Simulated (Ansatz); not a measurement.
# BN (P1) in Ansatz: reference runs

How does BN come out in PBE? The cell is run as given.

Everything below comes from runs of Ansatz 0.2.0. Logs are shortened: lines on timing, memory, paths and dates and some standing lists are left out, and cuts for length are marked.

## Step 1: The structure

The typed cell holds 2 atoms: a = 2.508 Å, b = 2.508 Å, c = 3.274 Å, α = 101.11°, β = 101.11°, γ = 119.81°.

The cell comes from a database or a generator and needn't be the stable form of this composition.

## Step 2: Single point, PBE

input.yaml reads:

```yaml
crystal:
  lattice:
    - [2.5080409239, 0.0, 0.0]
    - [-1.2467107647, 2.1762310413, 0.0]
    - [-0.6306650796, -1.0881155206, 3.02254]
  atoms:
    - { symbol: "N", position: [0.668506, 0.332385, 0.984999] }
    - { symbol: B, position: [0.979643, 0.983499, 0.001806] }
kpoints:
  mp_grid: { grid: [13, 13, 9] }
scf:
  occupations: { method: fermi_dirac, width: 0.05 }
hamiltonian:
  xc: pbe
  pseudopotentials: { kind: all_electron, lapw: { basis_error: 0.001 } }
output:
  forces: true
  stress: true
  eigenvalues: true
  populations: true
```

Potentials or basis: all-electron LAPW, scalar-relativistic.

Launch:

```bash
ansatz run input.yaml --threads 1 --pin off --max-ram 3072MiB --backend cpu --events-out ev --progress --plain --runs-dir out
```

Standard output:

```text
Warning: RAYON_NUM_THREADS=1 ignored (pool sized by the plan → 1); use --threads N
N: projections on atomic orbitals take those of the free atom 1s2 2s2 2p3, of charge +0.00 (hamiltonian.pseudopotentials.projection_atoms)
B: projections on atomic orbitals take those of the free atom 1s2 2s2 2p1, of charge +0.00 (hamiltonian.pseudopotentials.projection_atoms)
LAPW: plane waves up to 12.115 Å⁻¹, error target 1.0e-3 eV per atom; small_component_spin mean_spin; B in spheres of 0.664 Å, 5 of its electrons in bands, Dirac shells []; N in spheres of 0.737 Å, 7 of its electrons in bands, Dirac shells [] (how accurate: hamiltonian.pseudopotentials.lapw.basis_error, Limitations)
Engine: ansatz 0.2.0, x86_64-unknown-linux-gnu
Pseudopotentials: kind: all_electron
Pseudopotential: N, LAPW, valence charge 7, lapw/all_electron/scalar/gaussian/N, Koelling and Harmon's equation, gaussian nucleus
Pseudopotential: B, LAPW, valence charge 5, lapw/all_electron/scalar/gaussian/B, Koelling and Harmon's equation, gaussian nucleus
Functional definition: PBE
  parameter kappa = 0.804
  parameter beta = 0.06672455060314922
  exchange = pbe_x(kappa = kappa, mu = beta*pi^2/3)
  correlation = pbe_c(beta = beta)
Crystal: 2 atoms, lattice volume = 16.497 Å³
Basis set: ecut = 559.1624391449736 eV, 503 PW (Γ), exchange–correlation at level 2
Bands: 10, of which v1, the nominal top of the filled ones, is band 6 counted from 1 (5 counted from 0)
Symmetry: 1 space group operations
Space group: P1 (ITA 1), of the structure as read, at distance tolerance 2.5e-5 Å
k-points: 761 of 1521 (time reversal used)
Non-local potential: N, projectors of the file, none
Non-local potential: B, projectors of the file, none
Initial density: superposition of atomic densities (chi_scale 0.1, normalization cell, long waves kept (reshape's long-wave potential 0.00 eV rms))
Initial wavefunctions: plane waves of lowest kinetic energy (no species holds an atomic orbital)
Functional: x = pbe(κ = 0.804, μ = 0.2195149727645171), c = pbe(β = 0.06672455060314922)
iter 1 solved again at ethr=3.53e-2 eV; its pass at ethr=1.00e-1 eV (dr2=4.24e0 eV) is discarded
SCF iter   1: F=—  HF=-2170.323182 eV  |F-HF|=—  |Δ(HF+E_count)|=         —  Δρ=1.64e-1  dr2=4.24e0  ethr=3.53e-2  ⟨swp⟩=2.0  Hψ=54094  notcnv=0
preconditioner: auto → none  [insulator: Δε(μ)=4.848 eV  Ē_g=20.036 eV  σ=0.050 eV  W_gap=1.00  n_scr=2 (ndim 8)  ℏωp=25.9 eV  f_vac=0.000  D(μ)=0.00/eV (n_scr^D=0)  ε∞_Penn≈2.7]
iter 2 solved again at ethr=3.20e-3 eV; its pass at ethr=3.53e-2 eV (dr2=3.84e-1 eV) is discarded
SCF iter   2: F=—  HF=-2168.821060 eV  |F-HF|=—  |Δ(HF+E_count)|=    1.50e0  Δρ=6.26e-2  dr2=3.85e-1  ethr=3.20e-3  ⟨swp⟩=2.0  Hψ=41757  notcnv=0
SCF iter   3: F=—  HF=-2168.659224 eV  |F-HF|=—  |Δ(HF+E_count)|=   1.62e-1  Δρ=2.45e-2  dr2=6.46e-2  ethr=3.20e-3  ⟨swp⟩=3.0  Hψ=22165  notcnv=0
SCF iter   4: F=—  HF=-2168.647447 eV  |F-HF|=—  |Δ(HF+E_count)|=         —  Δρ=5.45e-3  dr2=2.61e-3  ethr=5.39e-4  ⟨swp⟩=3.0  Hψ=21425  notcnv=0
the basis was enlarged: its passes take 78.7 KiB over the memory plan, 1 of 1 planned eigensolver slots
SCF iter   5: F=—  HF=-2168.647737 eV  |F-HF|=—  |Δ(HF+E_count)|=   2.90e-4  Δρ=5.92e-4  dr2=2.70e-5  ethr=2.17e-5  ⟨swp⟩=3.0  Hψ=20828  notcnv=0
SCF iter   6: F=—  HF=-2168.647752 eV  |F-HF|=—  |Δ(HF+E_count)|=   1.52e-5  Δρ=6.91e-5  dr2=3.12e-7  ethr=2.25e-7  ⟨swp⟩=3.0  Hψ=17988  notcnv=0
SCF iter   7: F=-2168.647753 eV  HF=-2168.647753 eV  |F-HF|=6.38e-9  |Δ(HF+E_count)|=   3.65e-7  Δρ=1.08e-5  dr2=6.84e-9  ethr=2.60e-9  ⟨swp⟩=3.0  Hψ=18720  notcnv=0
SCF 1 converged in 7 iterations: F = -2168.647753 eV  dr2 = 6.84e-9
SCF converged after 7 iterations
Free energy (F): -2168.647753 eV
Harris-Foulkes:  -2168.647753 eV  (|F-HF|=6.38e-9)
Internal energy: -2168.647753 eV  (E = F + TS)
E sigma→0 (E₀):  -2168.647753 eV
Fermi energy:    7.818561 eV
--- Per-component energies (eV) ---
  E_band       = -1077.925337
  E_kinetic    = 2163.177975
  E_xc         = -299.599422
  E_electrostatic = -4032.226306  (all electrons and nuclei)
  E_smearing   = -0.000000  (= −TS)
  E_closure    = 0.000000  (closes the sum)
  E_atoms      = -2151.229577  (free atoms, spherical and without spin; not in F)
  Σ components = -2168.647753   (vs F -2168.647753, Δ=0.00e0)
  Basis errors (estimates in eV, not in F): energy 6.1e-4 per atom: plane waves 5.7e-4 (3.7e-4 summed), levels above the bands 7.4e-119, relativity 2.6e-8, radial functions 4.1e-5, core shells 0.0e0; eigenvalues (radial functions only) 5.1e-6; not estimated: angular momenta, meshes, grids; target (lapw.basis_error) 1.0e-3; muffin-tin radii B 0.664 Å, N 0.737 Å
--- Forces (eV/Å), atoms counted from 1 ---
  atom   1  N     -1.65909215    -2.08501870     0.58947766
  atom   2  B      1.65908674     2.08502155    -0.58950059
  max |Σ_I F_I| component: 2.29e-5 eV/Å
--- Stress (GPa, compression-positive) ---
       -2.642737      -4.972165       0.549868
       -4.972165       9.259480       1.180352
        0.549868       1.180352       8.279693
  P = ⅓ Tr σ = 4.9655 GPa (49.655 kbar)
--- Band table (eV; the first three rows and the last of 761) ---
  k-point 0: bands = ["-368.4669", "-165.8500", "-11.9577", "2.5267", "3.8429", "5.4639", "11.8081", "16.5112", "18.6173", "19.2096"]
  k-point 1: bands = ["-368.4669", "-165.8500", "-11.8968", "2.0305", "3.8407", "5.4595", "12.5195", "16.4832", "18.6190", "19.1757"]
  k-point 2: bands = ["-368.4669", "-165.8500", "-11.7358", "0.9696", "3.8349", "5.4466", "14.1406", "16.4158", "18.6192", "19.0823"]
  k-point 760: bands = ["-368.4669", "-165.8499", "-8.9120", "-2.1171", "1.2199", "4.9903", "11.8723", "15.6303", "18.6713", "23.4501"]
--- Löwdin populations: 2 sites ---
  site symbol       q [e]
     0      N      7.3724
     1      B      4.5757
  spilling = 0.004330 (of n_electrons = 12.000000)
```

Run time: 99 s. Hardware: 1 thread of AMD EPYC 7R43 (Zen 3), shared host; peak memory 1 GiB.

What came out:

- Free energy: -2168.6478 eV
- Pressure: 5.0 GPa
- Largest force: 2.729 eV/Å
- Band gap on the k mesh: 2.84 eV, indirect (least direct gap 4.54 eV)
- Loewdin charges: N -0.37; B +0.42 e

Forces on the atoms (eV/Å):
```
N   -1.659 -2.085  0.589
B    1.659  2.085 -0.590
```

Levels at points of the mesh, in eV from the valence-band top:
| k point | band 4 | band 5 | band 6 | band 7 | band 8 | band 9 |
| --- | --- | --- | --- | --- | --- | --- |
| (0.00, 0.00, 0.00) | -3.87 | -2.55 | -0.93 | 5.41 | 10.12 | 12.22 |

Caveat: an odd mesh through Γ misses points on the zone boundary, where band edges often lie; forces of over 1 eV/Å show positions far from the minimum, so gaps and moduli don't describe the material at rest. As with any semilocal functional, this PBE gap is likely too small.
